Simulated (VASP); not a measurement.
# P (P2/m) in VASP: notebook

Runs on P. Level: PBE. Tasks: single point.

Everything below comes from runs of VASP 6.6.1. Logs are shortened: lines on timing, memory, paths and dates and some standing lists are left out, and cuts for length are marked.

## 1. The crystal as given

It takes space group P2/m (No. 10, monoclinic). The conventional cell has a = 2.425 Å, b = 2.439 Å, c = 4.852 Å, α = 90.00°, β = 90.24°, γ = 90.00°. P (site symmetry m) is surrounded by 6 P at 2.42 to 2.44 Å.

This isn't the form of P at room conditions, which is orthorhombic.

## 2. Single point, PBE

File INCAR:

```
PREC = Low
ENCUT = 520
EDIFF = 1E-6
ISMEAR = 0
SIGMA = 0.1
LREAL = False
LASPH = True
NELM = 100
ALGO = Normal
ISIF = 2
LWAVE = False
LCHARG = False
GGA = PE
ADDGRID = False
```

File KPOINTS:

```
regular mesh
0
Gamma
  20 20 10
```

File POSCAR:

```
P
1.0
    2.4246941115      0.0000000000      0.0000000000
    0.0000000000      2.4385351442      0.0000000000
   -0.0203144631      0.0000000000      4.8524328982
P
2
Direct
    0.0000000300      0.0000000000      0.7494253600
    0.9999999700      0.0000000000      0.2505746400
```

Potentials or basis: VASP PAW PBE potentials, release 64 (P).

On the command line:

```sh
cat potpaw_PBE.64/P/POTCAR > POTCAR
mpirun -np 1 vasp_std > vasp.out
```

OUTCAR:

```text
PREC = Low
   ENCUT = 520
   EDIFF = 1E-6
   ISMEAR = 0
   LREAL = False
   LASPH = True
   NELM = 100
   ISIF = 2
   GGA = PE

 Found   1122 irreducible k-points:

 Following reciprocal coordinates:
            Coordinates               Weight
  0.000000  0.000000  0.000000      1.000000
  0.050000  0.000000 -0.000000      2.000000
  0.100000  0.000000 -0.000000      2.000000
  0.150000  0.000000 -0.000000      2.000000
  0.200000  0.000000 -0.000000      2.000000
  0.250000  0.000000 -0.000000      2.000000
   k-points           NKPTS =   1122   k-points in BZ     NKDIM =   1122   number of bands    NBANDS=      9
   number of dos      NEDOS =    301   number of ions     NIONS =      2
   total plane-waves  NPLWV =   5488
   dimension x,y,z NGX =    14 NGY =   14 NGZ =   28
   dimension x,y,z NGXF=    14 NGYF=   14 NGZF=   28
   ions per type =               2
   NGX,Y,Z   is equivalent  to a cutoff of   9.60,  9.54,  9.59 a.u.
   NGXF,Y,Z  is equivalent  to a cutoff of   9.60,  9.54,  9.59 a.u.
 SYSTEM =  unknown system
   PREC   = low       normal or accurate (medium, high low for compatibility)
   ISTART =      0    job   : 0-new  1-cont  2-samecut
   ICHARG =      2    charge: 1-file 2-atom 10-const
   ISPIN  =      1    spin polarized calculation?
   LNONCOLLINEAR =      F non collinear calculations
   LSORBIT =      F    spin-orbit coupling
   LASPH  =      T    aspherical Exc in radial PAW
   ENCUT  =  520.0 eV  38.22 Ry    6.18 a.u.   4.51  4.53  9.02*2*pi/ulx,y,z
   NELM   =    100;   NELMIN=  2; NELMDL= -5     # of ELM steps
   EDIFF  = 0.1E-05   stopping-criterion for ELM
   LREAL  =      F    real-space projection
   EDIFFG = 0.1E-04   stopping-criterion for IOM
   NSW    =      0    number of steps for IOM
   IBRION =     -1    ionic relax: 0-MD 1-quasi-New 2-CG
   NFREE  =      0    steps in history (QN), initial steepest desc. (CG)
   ISIF   =      2    stress and relaxation
   ISYM   =      2    0-nonsym 1-usesym 2-fastsym
   POTIM  = 0.5000    time-step for ionic-motion
   TEBEG  =    0.0;   TEEND  =   0.0 temperature during run
   PSTRESS=    0.0 pullay stress
   NELECT =      10.0000    total number of electrons
   NUPDOWN=      -1.0000    fix difference up-down
   EMIN   =  10.00;   EMAX   =-10.00  energy-range for DOS
   EFERMI =   0.00;   METHOD = LEGACY
   ISMEAR =     0;   SIGMA  =   0.10  broadening in eV -4-tet -1-fermi 0-gaus
   EFERMI_NEDOS =   21; number of points for ismear=-14 and -15
   IALGO  =     38    algorithm
   IMIX   =      4    mixing-type and parameters
     AMIX     =   0.40;   BMIX     =  1.00
     AMIX_MAG =   1.60;   BMIX_MAG =  1.00
  volume/ion in A,a.u.               =      14.35        96.81
  Fermi-wavevector in a.u.,A,eV,Ry     =   1.152107  2.177167 18.059715  1.327352
  Thomas-Fermi vector in A             =   2.288761
   LORBIT       =      0    0 simple, 1 ext, 2 COOP (PROOUT), +10 PAW based schemes
   GGA     = PE    functional components
   LHFCALC =     F    Hartree Fock is set to
   AEXX    =    0.0000 exact exchange contribution
   IVDW    =     0    specifies the selected vdW correction
   LEPSILON=     F    determine dielectric tensor
   LRPA    =     F    only Hartree local field effects (RPA)
 non-spin polarized calculation
 Gauss-broadening in eV      SIGMA  =   0.10
  energy-cutoff  :      520.00
  volume of cell :       28.69
 maximum number of plane-waves:       797
   NGX =  9   NGY =  9   NGZ = 19

 number of electron      10.0000236 magnetization

 Free energy of the ion-electron system (eV)
  ---------------------------------------------------
  ext. energy  EPLUGINS =         0.00000000
  ---------------------------------------------------
  free energy    TOTEN  =       -10.53863019 eV

  energy without entropy =      -10.53444707  energy(sigma->0) =      -10.53653863

 E-fermi :  10.0017     XC(G=0): -11.3444

 val. band max:       10.0016563608   @ k =   0.1500   0.4000   0.5000
 cond. band min:      10.0020629089   @ k =   0.0000   0.1500   0.3000
 fundamental gap:      0.0004065481
 Fermi energy:        10.0016821573

 k-point     1 :       0.0000    0.0000    0.0000
  band No.  band energies     occupation
      1      -6.7961      2.00000
      2      -2.3686      2.00000
      3       1.0608      2.00000
      4      14.8062      0.00000
      5      15.0140      0.00000
      6      15.0553      0.00000
      7      16.6070      0.00000
      8      16.6736      0.00000
      9      17.7323      0.00000

 k-point     2 :       0.0500    0.0000   -0.0000
  band No.  band energies     occupation
      1      -6.7380      2.00000
      2      -2.3102      2.00000
      3       1.1135      2.00000
      4      13.8095      0.00000
      5      14.8523      0.00000
      6      15.0672      0.00000
      7      16.6667      0.00000
      8      16.8591      0.00000
      9      17.7651      0.00000

 k-point     3 :       0.1000    0.0000   -0.0000
  band No.  band energies     occupation
      1      -6.5640      2.00000
      2      -2.1354      2.00000
      3       1.2708      2.00000
      4      12.0111      0.00000
      5      14.9895      0.00000
      6      15.2035      0.00000
      7      15.2574      0.00000
      8      16.8051      0.00000
      9      17.8851      0.00000

 k-point     4 :       0.1500    0.0000   -0.0000
  band No.  band energies     occupation
      1      -6.2754      2.00000
      2      -1.8449      2.00000
      3       1.5301      2.00000
      4      10.2010      0.00481
      5      13.6086      0.00000
      6      15.2153      0.00000
      7      15.4293      0.00000
      8      17.0302      0.00000
      9      18.0964      0.00000

 k-point     5 :       0.2000    0.0000   -0.0000
  band No.  band energies     occupation
      1      -5.8748      2.00000
      2      -1.4404      2.00000
      3       1.8865      2.00000
      4       8.4448      2.00000
      5      11.9796      0.00000
      6      15.5241      0.00000
      7      15.7375      0.00000
      8      17.3330      0.00000
      9      17.6274      0.00000

 k-point     6 :       0.2500    0.0000   -0.0000
  band No.  band energies     occupation
      1      -5.3666      2.00000
      2      -0.9247      2.00000
      3       2.3308      2.00000
      4       6.7701      2.00000
      5      10.4009      0.00000
      6      15.9066      0.00000
      7      15.9098      0.00000
      8      16.1191      0.00000
      9      17.6999      0.00000

 [... further k-points ...]

------------------------ aborting loop because EDIFF is reached ----------------------------------------

  FORCE on cell =-STRESS in cart. coord.  units (eV):
  Direction    XX          YY          ZZ          XY          YZ          ZX
  --------------------------------------------------------------------------------------
  -------------------------------------------------------------------------------------
  Total        0.4421834      0.3099514      0.4283691      0.0000000      0.0000000      0.0325264
  in kB       24.6926397     17.3084702     23.9212112      0.0000000      0.0000000      1.8163540
  external PRESSURE =      21.9741070 kB  Pullay stress =       0.0000000 kB

 VOLUME and BASIS-vectors are now :
 -----------------------------------------------------------------------------
  energy-cutoff  :      520.00
  volume of cell :       28.69
      direct lattice vectors                 reciprocal lattice vectors
     2.424694112  0.000000000  0.000000000     0.412423157  0.000000000  0.001726589
     0.000000000  2.438535144  0.000000000     0.000000000  0.410082259  0.000000000
    -0.020314463  0.000000000  4.852432898     0.000000000  0.000000000  0.206082190

 POSITION                                       TOTAL-FORCE (eV/Angst)
 -----------------------------------------------------------------------------------
     -0.01522      0.00000      3.63654         0.000117      0.000000      0.009105
      2.41960      0.00000      1.21590        -0.000117      0.000000     -0.009105
 -----------------------------------------------------------------------------------
    total drift:                                0.000000      0.000000     -0.000000

  FREE ENERGIE OF THE ION-ELECTRON SYSTEM (eV)
  ---------------------------------------------------
  free  energy   TOTEN  =       -10.5386301910 eV

  energy  without entropy=      -10.5344470665  energy(sigma->0) =      -10.53653863
```

Wall time 1.8 min (1 thread of Intel Xeon Platinum 8259CL at 2.50GHz (Skylake/Cascade Lake), shared host); peak memory 0.31 GiB.

These settings aren't checked as converged: the numbers below hold their error.

What came out:

- Free energy: -10.5386 eV
- Pressure: 2.2 GPa
- Largest force: 0.009 eV/Å
- Band gap on the k mesh: none (metal or under the smearing width)

## 3. Single point, PBE

INCAR is that of step 2.

KPOINTS is that of step 2.

File POSCAR:

```
P
1.0
    2.4246941115      0.0000000000      0.0000000000
    0.0000000000      2.4385351442      0.0000000000
   -0.0203144631      0.0000000000      4.8524328982
P
2
Direct
   -0.0009640000     -0.0137570000      0.7520410000
    1.0088450000      0.0001830000      0.2407300000
```

Potentials or basis: VASP PAW PBE potentials, release 64 (P).

On the command line:

```sh
cat potpaw_PBE.64/P/POTCAR > POTCAR
mpirun -np 1 vasp_std > vasp.out
```

It took 3.6 min on 1 thread of Intel Xeon Platinum 8259CL at 2.50GHz (Skylake/Cascade Lake), shared host; peak memory 0.48 GiB.

The run converged, but some of its settings lie outside the range that counts as converged, so its numbers aren't taken as properties of the crystal.

What came out:

| Item | Value |
| --- | --- |
| Free energy | -10.5351 eV |
| Pressure | 2.5 GPa |
| Largest force | 0.102 eV/Å |
| Band gap on the k mesh | none (metal or under the smearing width) |

## 4. For comparison

An earlier run on the cell as given: functional PBE; potentials or basis VASP PAW PBE potentials, release 64 (P); cutoff 520 eV; k mesh 11 × 11 × 6; occupations fermi-dirac, width 0.05 eV; no spin polarisation.

* Pressure: 1.9 GPa
* Largest force: 0.005 eV/Å
* Band gap on the k mesh: none (metal or under the smearing width)
